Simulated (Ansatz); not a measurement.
`COC[SiH2]O` + acetic acid → `COCOC(C)=O` + silanol  (substitution at a C–Si bond)

Isolated molecules relaxed with PBE0-D4/def2-TZVP in Ansatz; ΔE leaves out vibrations. CCSD(T)/CBS is the MP2 limit (def2-TZVPP, def2-QZVPP) plus CCSD(T) − MP2 in def2-TZVPP, frozen cores. DFT in def2-TZVPP. B3LYP here is the variant with VWN-RPA as its local correlation; programs differ in this. Each species was taken in one conformer, which may not be the lowest.

```csv
level,ΔE (kcal/mol)
B3LYP-D4,8.0
ωB97X-V,7.4
ωB97M-V,8.7
B2PLYP,7.7
PBE,9.3
r2SCAN,8.5
PBE0,9.0
MP2/def2-TZVPP,8.2
```

**Question.** What does CCSD(T)/CBS give? (Best estimate.)

**Answer.** Computed: +8.4 kcal/mol. The listed levels differ from it by -0.4, -1.0, 0.3, -0.7, 0.9, 0.1, 0.6, -0.2 kcal/mol.

Largest T1 diagnostic among the species: 0.015.

In def2-TZVPP, CCSD(T) changes the Hartree–Fock value by +2.6 kcal/mol (the triples alone add −0.1 kcal/mol) and MP2 by +3.5 kcal/mol.

CCSD(T)/CBS has its own doubt, a few kJ/mol and more with outer-core shells, so smaller differences from it don't rank the levels.
